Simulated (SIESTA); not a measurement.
The system is C.

```xyz
2
Lattice="0.0000 1.7834 1.7834 1.7834 0.0000 1.7834 1.7834 1.7834 0.0000" Properties=species:S:1:pos:R:3 pbc="T T T"
C     2.6751    2.6751    2.6751
C     1.7834    1.7834    1.7834
```

This isn't the form of C at room conditions, which is graphite.

Base run:

| Property | Result |
| --- | --- |
| Program | SIESTA 5.4.2 |
| Functional | PBE |
| Potentials or basis | Ansatz (PBE files) |
| Basis | DZP (energy shift 0.002 Ry) |
| Grid cutoff | 500 Ry |
| Energy shift | 0.002 Ry |
| k mesh | 13 × 13 × 13 |
| Occupations | fermi-dirac, width 0.05 eV |
| Spin | no spin polarisation |

Its results: band gap on the k mesh 4.24 eV, indirect (least direct gap 5.67 eV); pressure 10.4 GPa.

Question: The run is repeated on the same cell with these changes: potentials or basis from Ansatz (PBE files) to PseudoDojo 0.4 standard (PBE files); k mesh from 13 × 13 × 13 to 10 × 10 × 10. What comes out?

Answer: Band gap on the k mesh 4.32 eV, indirect (least direct gap 5.69 eV); pressure 10.2 GPa.

Caveats: the basis of atomic orbitals isn't converged, which shifts pressures, moduli and gaps.

Not every run made on this cell is shown here.
